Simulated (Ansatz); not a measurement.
# Dielectric response of KBr (001) films, part 3 of 5

Aim: the electronic and static ε of rocksalt KBr (001) from films of three thicknesses in a field.

Ansatz 0.2.0; plane-wave DFT, PBEsol, Ansatz PAW.

So far. Step 8 (Field on, atoms free, 6 atoms, field -0.05 V/Å): The dipole is -0.0537 e·Å, and the gap on the mesh 4.375 eV. Step 9 (Response with the atoms relaxed, 6 atoms, units 3): The induced dipole is that of a conductor 8.93 Å thick.

**10. Relaxing the film, 10 atoms, units 5**

This step: plane-wave DFT, PBEsol, Ansatz PAW (Ansatz 0.2.0).

System of this step: KBr (001), 5 units. The cell holds 10 atoms: 5 K and 5 Br. Its edges and angles: a = 4.667 Å, b = 4.667 Å, c = 31.200 Å, α = 90.0°, β = 90.0°, γ = 90.0°. It derives from KBr (rocksalt KBr). Vacuum lies along c.

The next thickness, treated alike, so that differences show the interior and the faces cancel.

The input, input.yaml:

```yaml
crystal:
  lattice:
    - [4.66690476, 0.0, 0.0]
    - [0.0, 4.66690476, 0.0]
    - [0.0, 0.0, 31.2]
  atoms:
    - { symbol: K, position: [0.5, 0.5, 0.2884615385] }
    - { symbol: Br, position: [0.0, 0.0, 0.2884615385] }
    - { symbol: K, position: [0.0, 0.0, 0.3942307692] }
    - { symbol: Br, position: [0.5, 0.5, 0.3942307692] }
    - { symbol: K, position: [0.5, 0.5, 0.5] }
    - { symbol: Br, position: [0.0, 0.0, 0.5] }
    - { symbol: K, position: [0.0, 0.0, 0.6057692308] }
    - { symbol: Br, position: [0.5, 0.5, 0.6057692308] }
    - { symbol: K, position: [0.5, 0.5, 0.7115384615] }
    - { symbol: Br, position: [0.0, 0.0, 0.7115384615] }
kpoints:
  mp_grid: { grid: [6, 6, 1] }
hamiltonian:
  xc: pbesol
scf:
  occupations: { method: fixed }
  convergence: { dr2_threshold: 1.0e-09 }
efield:
  axis: 3
  dipole_correction: true
  ramp_position: 0.97
  ramp_width: 0.06
relax:
  f_tol: 0.003
  max_steps: 100
output:
  write_potential: true
  write_density: true
  volumetric_format: npy
```

Started as:

```console
ansatz run input.yaml --threads 4 --pin off --max-ram 12288MiB --backend cpu --events-out ev --progress --plain --runs-dir out
```

Numbers of over 12 decimals in the logs are rounded to 6 here.

Output:

```text
[...]
Crystal: 10 atoms, lattice volume = 679.536 Å³
Basis set: ecut = 420 eV, 13201 PW (Γ), exchange–correlation on 64×64×432 points (8 copies of the dense FFT grid, shifted against one another)
Bands: 50, of which v1, the nominal top of the filled ones, is band 40 counted from 1 (39 counted from 0)
Symmetry: 8 space group operations
k-points: 10 of 36
[...]
- { symbol: Br, position: [0, 0.0, 0.290103] }
    - { symbol: K, position: [0, 0.0, 0.394893] }
    - { symbol: Br, position: [0.5, 0.5, 0.395454] }
    - { symbol: K, position: [0.5, 0.5, 0.500000] }
    - { symbol: Br, position: [0, 0.0, 0.500000] }
    - { symbol: K, position: [0, 0.0, 0.605107] }
    - { symbol: Br, position: [0.5, 0.5, 0.604546] }
    - { symbol: K, position: [0.5, 0.5, 0.707959] }
    - { symbol: Br, position: [0, 0.0, 0.709897] }
[key lines of the parts left out:]
SCF converged after 5 iterations
Free energy (F): -21279.596158 eV
Fermi energy:    -2.295813 eV
Dipole field:    D = -0.000000 V/Å  (p = -0.000002 e·Å, saw-weighted, corrected)
Work function:   Φ+ = 6.0129 eV   Φ− = 6.0128 eV
```

The job ended after 29 s (4 threads of Arm Neoverse V1, shared host; peak memory 1.1 GiB).

The steps of the relaxation:

```csv
step,energy less that of the first step (eV),largest force component (eV/Å)
1,0.0000,0.0978
2,-0.0073,0.0317
3,-0.0090,0.0060
4,-0.0090,0.0015
```

The run keeps the 8 symmetry operations that it works with, so distortions that break them were not tested.

The atoms that moved most (Å):

```csv
atom,dx,dy,dz,length
K9,0.000,0.000,-0.112,0.112
K1,0.000,0.000,0.112,0.112
Br2,0.000,0.000,0.051,0.051
Br10,0.000,0.000,-0.051,0.051
Br4,0.000,0.000,0.038,0.038
Br8,0.000,0.000,-0.038,0.038
K7,0.000,0.000,-0.021,0.021
K3,0.000,0.000,0.021,0.021
```

The relaxation took 4 steps and lowered the energy by 0.0090 eV; the largest force on the free atoms ends at 0.0015 eV/Å.

The gap is 4.36 eV, with the valence edge 6.01 eV and the conduction edge 1.66 eV under the upper vacuum level.

**11. The relaxed film, single point, 10 atoms, units 5**

The next thickness, treated alike, so that differences show the interior and the faces cancel.

input.yaml, the sections that differ from step 10:

```yaml
crystal:
  lattice:
    - [4.66690476, 0.0, 0.0]
    - [0.0, 4.66690476, 0.0]
    - [0.0, 0.0, 31.2]
  atoms:
    - { symbol: K, position: [0.5, 0.5, 0.2920406444] }
    - { symbol: Br, position: [0.0, 0.0, 0.2901033137] }
    - { symbol: K, position: [0.0, 0.0, 0.3948926647] }
    - { symbol: Br, position: [0.5, 0.5, 0.3954539776] }
    - { symbol: K, position: [0.5, 0.5, 0.4999999971] }
    - { symbol: Br, position: [0.0, 0.0, 0.5000000012] }
    - { symbol: K, position: [0.0, 0.0, 0.6051073277] }
    - { symbol: Br, position: [0.5, 0.5, 0.6045460295] }
    - { symbol: K, position: [0.5, 0.5, 0.7079593513] }
    - { symbol: Br, position: [0.0, 0.0, 0.7098966927] }
output:
  eigenvalues: true
  write_potential: true
  write_density: true
  volumetric_format: npy
  elf: true
# kpoints, hamiltonian, scf, efield: as in step 10
# relax: removed
```

Output:

```text
[...]
Crystal: 10 atoms, lattice volume = 679.536 Å³
Basis set: ecut = 420 eV, 13201 PW (Γ)
Bands: 50, of which v1, the nominal top of the filled ones, is band 40 counted from 1 (39 counted from 0)
Symmetry: 8 space group operations
k-points: 10 of 36
[...]
k-point 1: bands = [... 36 lower, -2.4429, -2.3704, -2.3704, -2.3566, 2.4864, 2.6999, 3.1609, 3.6860, ... 6 higher]
  k-point 2: bands = [... 36 lower, -2.4818, -2.4754, -2.4725, -2.4662, 3.3818, 3.4303, 3.7279, 4.0520, ... 6 higher]
  k-point 9: bands = [... 36 lower, -2.6223, -2.6223, -2.4600, -2.4244, 3.6031, 3.6031, 4.0972, 4.0972, ... 6 higher]
[key lines of the parts left out:]
SCF converged after 8 iterations
Free energy (F): -21279.596347 eV
Fermi energy:    -2.295780 eV
Dipole field:    D = 0.000000 V/Å  (p = 0.000001 e·Å, saw-weighted, corrected)
Work function:   Φ+ = 6.0128 eV   Φ− = 6.0128 eV
```

Wall time 12 s (4 threads); peak memory 1.1 GiB; 46 s of CPU time.

The gap is 4.36 eV, with the valence edge 6.01 eV and the conduction edge 1.65 eV under the upper vacuum level.

**12. Atoms held, 10 atoms, units 5, field 0.1 V/Å**

Changes to input.yaml since step 11:

```diff
@@ -22,3 +22,3 @@
   occupations: { method: fixed }
-  convergence: { dr2_threshold: 1.0e-09 }
+  convergence: { dr2_threshold: 1.0e-10 }
 efield:
@@ -28,4 +28,4 @@
   ramp_width: 0.06
+  amplitude: 0.1
 output:
-  eigenvalues: true
   write_potential: true
@@ -33,2 +33 @@
   volumetric_format: npy
-  elf: true
```

Output:

```text
[...]
Crystal: 10 atoms, lattice volume = 679.536 Å³
Basis set: ecut = 420 eV, 13201 PW (Γ)
Bands: 50, of which v1, the nominal top of the filled ones, is band 40 counted from 1 (39 counted from 0)
Symmetry: 8 space group operations
k-points: 10 of 36
[...]
k-point 0: bands = [... 36 lower, -2.3382, -2.2477, -2.0755, -2.0755, 1.9364, 2.3958, 2.8664, 3.2967, ... 6 higher]
  k-point 1: bands = [... 36 lower, -2.3928, -2.2924, -2.2209, -2.1279, 2.3126, 2.7650, 3.1454, 3.5438, ... 6 higher]
  k-point 2: bands = [... 36 lower, -2.5000, -2.4938, -2.2518, -2.2287, 3.0702, 3.5916, 3.7610, 4.0302, ... 6 higher]
  k-point 9: bands = [... 36 lower, -2.6392, -2.4624, -2.4624, -2.1987, 3.5617, 3.5617, 4.1064, 4.1064, ... 6 higher]
[key lines of the parts left out:]
SCF converged after 11 iterations
Free energy (F): -21279.602524 eV
Fermi energy:    -2.075466 eV
Dipole field:    D = 0.032902 V/Å  (p = 0.123557 e·Å, saw-weighted, corrected)
```

Wall time 13 s (4 threads); peak memory 1.1 GiB; 51 s of CPU time.

The dipole is 0.124 e·Å, and the gap on the mesh 4.012 eV.

**13. Single point, 10 atoms, units 5, field -0.1 V/Å**

Changes to input.yaml since step 12:

```diff
@@ -28,3 +28,3 @@
   ramp_width: 0.06
-  amplitude: 0.1
+  amplitude: -0.1
 output:
```

Output:

```text
[...]
Crystal: 10 atoms, lattice volume = 679.536 Å³
Basis set: ecut = 420 eV, 13201 PW (Γ)
Bands: 50, of which v1, the nominal top of the filled ones, is band 40 counted from 1 (39 counted from 0)
Symmetry: 8 space group operations
k-points: 10 of 36
[...]
k-point 0: bands = [... 36 lower, -2.3382, -2.2478, -2.0755, -2.0755, 1.9364, 2.3958, 2.8664, 3.2967, ... 6 higher]
  k-point 1: bands = [... 36 lower, -2.3928, -2.2924, -2.2209, -2.1279, 2.3126, 2.7650, 3.1454, 3.5438, ... 6 higher]
  k-point 2: bands = [... 36 lower, -2.5000, -2.4938, -2.2518, -2.2287, 3.0702, 3.5916, 3.7610, 4.0302, ... 6 higher]
  k-point 9: bands = [... 36 lower, -2.6392, -2.4624, -2.4624, -2.1987, 3.5617, 3.5617, 4.1064, 4.1064, ... 6 higher]
[key lines of the parts left out:]
SCF converged after 11 iterations
Free energy (F): -21279.602524 eV
Fermi energy:    -2.075469 eV
Dipole field:    D = -0.032902 V/Å  (p = -0.123557 e·Å, saw-weighted, corrected)
```

The job ended after 13 s (4 threads; peak memory 1.1 GiB).

The dipole is -0.124 e·Å, and the gap on the mesh 4.012 eV.

**14. Response with the atoms held, 10 atoms, units 5**

This step: plane-wave DFT, PBEsol, Ansatz PAW; response to a field along the normal, atoms held (Ansatz 0.2.0).

Local field over the applied field, running mean. From the potentials at -0.1 and 0.1 V/Å; running mean over 3.3 Å, taken twice. Table of local field over applied field by z:

| z (Å) | local field over applied field |
| --- | --- |
| 5 | 0.974 |
| 6 | 0.895 |
| 7 | 0.748 |
| 8 | 0.577 |
| 9 | 0.445 |
| 10 | 0.385 |
| 11 | 0.377 |
| 12 | 0.381 |
| 13 | 0.384 |
| 14 | 0.384 |
| 15 | 0.384 |
| 16 | 0.384 |
| 17 | 0.384 |
| 18 | 0.384 |
| 19 | 0.381 |
| 20 | 0.378 |
| 21 | 0.381 |
| 22 | 0.427 |
| 23 | 0.545 |
| 24 | 0.714 |
| 25 | 0.871 |
| 26 | 0.964 |
| 27 | 0.990 |

The induced dipole is that of a conductor 10.27 Å thick.

**15. Relaxing in the field, 10 atoms, units 5, field 0.05 V/Å**

This step: plane-wave DFT, PBEsol, Ansatz PAW (Ansatz 0.2.0).

The same pair of relaxations in the field for this thickness.

Changes to input.yaml since step 13:

```diff
@@ -28,3 +28,6 @@
   ramp_width: 0.06
-  amplitude: -0.1
+  amplitude: 0.05
+relax:
+  f_tol: 0.0006
+  max_steps: 70
 output:
```

Output:

```text
[...]
Crystal: 10 atoms, lattice volume = 679.536 Å³
Basis set: ecut = 420 eV, 13201 PW (Γ), exchange–correlation on 64×64×432 points (8 copies of the dense FFT grid, shifted against one another)
Bands: 50, of which v1, the nominal top of the filled ones, is band 40 counted from 1 (39 counted from 0)
Symmetry: 8 space group operations
k-points: 10 of 36
[...]
- { symbol: K, position: [0.5, 0.5, 0.292274] }
    - { symbol: Br, position: [0, 0.0, 0.289819] }
    - { symbol: K, position: [0, 0.0, 0.394986] }
    - { symbol: Br, position: [0.5, 0.5, 0.395354] }
    - { symbol: K, position: [0.5, 0.5, 0.500176] }
    - { symbol: Br, position: [0, 0.0, 0.499829] }
    - { symbol: K, position: [0, 0.0, 0.605202] }
    - { symbol: Br, position: [0.5, 0.5, 0.604496] }
    - { symbol: K, position: [0.5, 0.5, 0.708224] }
    - { symbol: Br, position: [0, 0.0, 0.709640] }
[key lines of the parts left out:]
SCF converged after 6 iterations
Free energy (F): -21279.598282 eV
Fermi energy:    -2.254986 eV
Dipole field:    D = 0.022616 V/Å  (p = 0.084929 e·Å, saw-weighted, corrected)
```

Elapsed: 25 s, on 4 threads; peak memory 1.1 GiB; 99 s of CPU time.

The steps of the relaxation:

```csv
step,energy less that of the first step (eV),largest force component (eV/Å)
1,0.0000,0.0232
2,-0.0006,0.0066
3,-0.0006,0.0005
```

Forces are held to the 8 operations that the run works with; a distortion that breaks them can't arise in this run.

The relaxed structure:

```xyz
10
Lattice="4.6669 0.0000 0.0000 0.0000 4.6669 0.0000 0.0000 0.0000 31.2000" Properties=species:S:1:pos:R:3
K     2.3335    2.3335    9.1189
Br    0.0000    0.0000    9.0424
K     0.0000    0.0000   12.3236
Br    2.3335    2.3335   12.3350
K     2.3335    2.3335   15.6055
Br    0.0000    0.0000   15.5947
K     0.0000    0.0000   18.8823
Br    2.3335    2.3335   18.8603
K     2.3335    2.3335   22.0966
Br    0.0000    0.0000   22.1408
```

The relaxation took 3 steps and lowered the energy by 5.8e-4 eV; the largest force on the free atoms ends at 4.6e-4 eV/Å.

The dipole is 0.0849 e·Å, and the gap on the mesh 4.306 eV.

**16. Field on, atoms free, 10 atoms, units 5, field -0.05 V/Å**

The opposite sign, again from the field-free geometry; the difference of the two cancels what relaxes without a field.

Changes to input.yaml since step 15:

```diff
@@ -28,3 +28,3 @@
   ramp_width: 0.06
-  amplitude: 0.05
+  amplitude: -0.05
 relax:
```

Output:

```text
[...]
Crystal: 10 atoms, lattice volume = 679.536 Å³
Basis set: ecut = 420 eV, 13201 PW (Γ), exchange–correlation on 64×64×432 points (8 copies of the dense FFT grid, shifted against one another)
Bands: 50, of which v1, the nominal top of the filled ones, is band 40 counted from 1 (39 counted from 0)
Symmetry: 8 space group operations
k-points: 10 of 36
[...]
- { symbol: K, position: [0.5, 0.5, 0.291776] }
    - { symbol: Br, position: [0, 0.0, 0.290360] }
    - { symbol: K, position: [0, 0.0, 0.394798] }
    - { symbol: Br, position: [0.5, 0.5, 0.395504] }
    - { symbol: K, position: [0.5, 0.5, 0.499824] }
    - { symbol: Br, position: [0, 0.0, 0.500171] }
    - { symbol: K, position: [0, 0.0, 0.605014] }
    - { symbol: Br, position: [0.5, 0.5, 0.604646] }
    - { symbol: K, position: [0.5, 0.5, 0.707726] }
    - { symbol: Br, position: [0, 0.0, 0.710181] }
[key lines of the parts left out:]
SCF converged after 7 iterations
Free energy (F): -21279.598282 eV
Fermi energy:    -2.254978 eV
Dipole field:    D = -0.022616 V/Å  (p = -0.084932 e·Å, saw-weighted, corrected)
```

It took 25 s on 4 threads; peak memory 1.1 GiB; 98 s of CPU time.

Step by step:

| step | energy less that of the first step (eV) | largest force component (eV/Å) |
| --- | --- | --- |
| 1 | 0.0000 | 0.0232 |
| 2 | -0.0006 | 0.0066 |
| 3 | -0.0006 | 0.0005 |

Forces are held to the 8 operations that the run works with; a distortion that breaks them can't arise in this run.

The relaxation took 3 steps and lowered the energy by 5.8e-4 eV; the largest force on the free atoms ends at 4.6e-4 eV/Å.

The dipole is -0.0849 e·Å, and the gap on the mesh 4.306 eV.

**17. Response with the atoms relaxed, 10 atoms, units 5**

This step: plane-wave DFT, PBEsol, Ansatz PAW; response to a field along the normal, atoms relaxed (Ansatz 0.2.0).

Local field over the applied field, running mean. From the potentials at -0.05 and 0.05 V/Å; running mean over 3.3 Å, taken twice. The local field over applied field by z:

```csv
z (Å),local field over applied field
4.5,0.982
5.0,0.943
5.5,0.865
6.0,0.798
6.5,0.731
7.0,0.615
7.5,0.483
8.0,0.363
8.5,0.305
9.0,0.262
9.5,0.175
10.0,0.115
10.5,0.128
11.0,0.157
11.5,0.173
12.0,0.155
12.5,0.167
13.0,0.212
13.5,0.221
14.0,0.207
14.5,0.193
15.0,0.197
15.5,0.213
16.0,0.206
16.5,0.190
17.0,0.201
17.5,0.216
18.0,0.222
18.5,0.184
19.0,0.155
19.5,0.167
20.0,0.167
20.5,0.139
21.0,0.117
21.5,0.139
22.0,0.231
22.5,0.293
23.0,0.329
23.5,0.432
24.0,0.563
24.5,0.690
25.0,0.774
25.5,0.836
26.0,0.913
26.5,0.972
27.0,0.988
```

The induced dipole is that of a conductor 14.11 Å thick.

**18. Relaxing the film, 16 atoms, units 8**

This step: plane-wave DFT, PBEsol, Ansatz PAW (Ansatz 0.2.0).

System of this step: KBr (001), 8 units. The cell holds 16 atoms: 8 K and 8 Br. Its edges and angles: a = 4.667 Å, b = 4.667 Å, c = 41.100 Å, α = 90.0°, β = 90.0°, γ = 90.0°. It derives from KBr (rocksalt KBr). Vacuum lies along c.

The next thickness, treated alike, so that differences show the interior and the faces cancel.

The input, input.yaml:

```yaml
crystal:
  lattice:
    - [4.66690476, 0.0, 0.0]
    - [0.0, 4.66690476, 0.0]
    - [0.0, 0.0, 41.1]
  atoms:
    - { symbol: K, position: [0.5, 0.5, 0.2189781022] }
    - { symbol: Br, position: [0.0, 0.0, 0.2189781022] }
    - { symbol: K, position: [0.0, 0.0, 0.299270073] }
    - { symbol: Br, position: [0.5, 0.5, 0.299270073] }
    - { symbol: K, position: [0.5, 0.5, 0.3795620438] }
    - { symbol: Br, position: [0.0, 0.0, 0.3795620438] }
    - { symbol: K, position: [0.0, 0.0, 0.4598540146] }
    - { symbol: Br, position: [0.5, 0.5, 0.4598540146] }
    - { symbol: K, position: [0.5, 0.5, 0.5401459854] }
    - { symbol: Br, position: [0.0, 0.0, 0.5401459854] }
    - { symbol: K, position: [0.0, 0.0, 0.6204379562] }
    - { symbol: Br, position: [0.5, 0.5, 0.6204379562] }
    - { symbol: K, position: [0.5, 0.5, 0.700729927] }
    - { symbol: Br, position: [0.0, 0.0, 0.700729927] }
    - { symbol: K, position: [0.0, 0.0, 0.7810218978] }
    - { symbol: Br, position: [0.5, 0.5, 0.7810218978] }
kpoints:
  mp_grid: { grid: [6, 6, 1] }
hamiltonian:
  xc: pbesol
scf:
  occupations: { method: fixed }
  convergence: { dr2_threshold: 1.0e-09 }
efield:
  axis: 3
  dipole_correction: true
  ramp_position: 0.97
  ramp_width: 0.06
relax:
  f_tol: 0.003
  max_steps: 100
output:
  write_potential: true
  write_density: true
  volumetric_format: npy
```

Output:

```text
[...]
Crystal: 16 atoms, lattice volume = 895.158 Å³
Basis set: ecut = 420 eV, 17401 PW (Γ), exchange–correlation on 64×64×576 points (8 copies of the dense FFT grid, shifted against one another)
Bands: 80, of which v1, the nominal top of the filled ones, is band 64 counted from 1 (63 counted from 0)
Symmetry: 8 space group operations
k-points: 10 of 36
[...]
- { symbol: Br, position: [0.5, 0.5, 0.460267] }
    - { symbol: K, position: [0.5, 0.5, 0.539803] }
    - { symbol: Br, position: [0, 0.0, 0.539733] }
    - { symbol: K, position: [0, 0.0, 0.619214] }
    - { symbol: Br, position: [0.5, 0.5, 0.619373] }
    - { symbol: K, position: [0.5, 0.5, 0.699123] }
    - { symbol: Br, position: [0, 0.0, 0.698616] }
    - { symbol: K, position: [0, 0.0, 0.777133] }
    - { symbol: Br, position: [0.5, 0.5, 0.778670] }
[key lines of the parts left out:]
SCF converged after 7 iterations
Free energy (F): -34047.545917 eV
Fermi energy:    -1.509509 eV
Dipole field:    D = 0.000000 V/Å  (p = 0.000000 e·Å, saw-weighted, corrected)
Work function:   Φ+ = 6.0209 eV   Φ− = 6.0209 eV
```

The job ended after 76 s (4 threads; peak memory 1.8 GiB; 4.9 min of CPU time).

The steps of the relaxation:

```
step  energy less that of the first step (eV)  largest force component (eV/Å)
   1                                   0.0000                          0.0978
   2                                  -0.0083                          0.0319
   3                                  -0.0111                          0.0095
   4                                  -0.0112                          0.0027
```

The run keeps the 8 symmetry operations that it works with, so distortions that break them were not tested.

The atoms that moved most (Å):

| atom | dx | dy | dz | length |
| --- | --- | --- | --- | --- |
| K15 | 0.000 | 0.000 | -0.160 | 0.160 |
| K1 | 0.000 | 0.000 | 0.160 | 0.160 |
| Br2 | 0.000 | 0.000 | 0.097 | 0.097 |
| Br16 | 0.000 | 0.000 | -0.097 | 0.097 |
| Br14 | 0.000 | 0.000 | -0.087 | 0.087 |
| Br4 | 0.000 | 0.000 | 0.087 | 0.087 |
| K3 | 0.000 | 0.000 | 0.066 | 0.066 |
| K13 | 0.000 | 0.000 | -0.066 | 0.066 |

Running mean over 3.3 Å of the planar mean; the ramp of the sawtooth is left out. Table of electron's electrostatic potential energy less the highest filled level by z:

z (Å), electron's electrostatic potential energy less the highest filled level (eV) and a bar from the least value:
```
        4       6.02 ##############################
        6       5.97 ##############################
        8       1.59 #####
       10       0.77 
       12       0.83 #
       14       0.74 
       16       0.85 #
       18       0.81 #
       20       0.79 #
       22       0.85 #
       24       0.74 
       26       0.85 #
       28       0.83 #
       30       0.69 
       32       0.83 #
       34       4.76 #######################
       36       6.02 ##############################
```

The relaxation took 4 steps and lowered the energy by 0.011 eV; the largest force on the free atoms ends at 0.0027 eV/Å.

The gap is 4.34 eV, with the valence edge 6.02 eV and the conduction edge 1.69 eV under the upper vacuum level.

**19. The series together**

Times are for 4 threads of Arm Neoverse V1, shared host. Results by setting:

| no. | units | gap by band count (eV) | ionisation energy, upper face (eV) | electron affinity, upper face (eV) | time | memory (GiB) |
| --- | --- | --- | --- | --- | --- | --- |
| 1 | 3 | 4.387 | 5.996 | 1.609 | 14 s | 0.76 |
| 2 | 5 | 4.358 | 6.013 | 1.655 | 29 s | 1.1 |
| 3 | 8 | 4.336 | 6.021 | 1.685 | 76 s | 1.8 |

The runs together. Table of valence density, planar mean by z:

| z (Å) | 3 (e/Å³) | 5 (e/Å³) | 8 (e/Å³) |
| --- | --- | --- | --- |
| 5 | 1.5e-5 | 1.4e-5 | 1.3e-5 |
| 6 | 2.4e-4 | 2.3e-4 | 2.0e-4 |
| 7 | 0.00410 | 0.00383 | 0.00333 |
| 8 | 0.0847 | 0.0779 | 0.0684 |
| 9 | 0.512 | 0.505 | 0.498 |
| 10 | 0.115 | 0.127 | 0.146 |
| 11 | 0.0453 | 0.0431 | 0.0392 |
| 12 | 0.456 | 0.444 | 0.423 |
| 13 | 0.230 | 0.247 | 0.274 |
| 14 | 0.0308 | 0.0304 | 0.0303 |
| 15 | 0.329 | 0.291 | 0.262 |
| 16 | 0.375 | 0.408 | 0.435 |
| 17 | 0.0247 | 0.0374 | 0.0407 |
| 18 | 0.00131 | 0.146 | 0.130 |
| 19 | 8.0e-5 | 0.504 | 0.510 |
| 20 | 5.2e-6 | 0.0696 | 0.0796 |
| 21 | 0 | 0.0719 | 0.0610 |
| 22 | 0 | 0.508 | 0.493 |
| 23 | 0 | 0.140 | 0.171 |
| 24 | 0 | 0.00695 | 0.0343 |

(Part 3 of 5 ends here.)

[Logs are printed without paths, hosts, clocks, repeated set-up lines and the standing remarks that a program may print on its own settings, such as how far it seeks lower states.]

[Hosts, paths, dates, database ids (printed as entryN), source tags and the programs' standing remarks are cut or masked in the printed files.]

[Maps of the electrostatic potential energy from Ansatz leave out the sawtooth potential of an applied field or a dipole correction, so their vacuum need not be flat; planar profiles and work functions include it.]
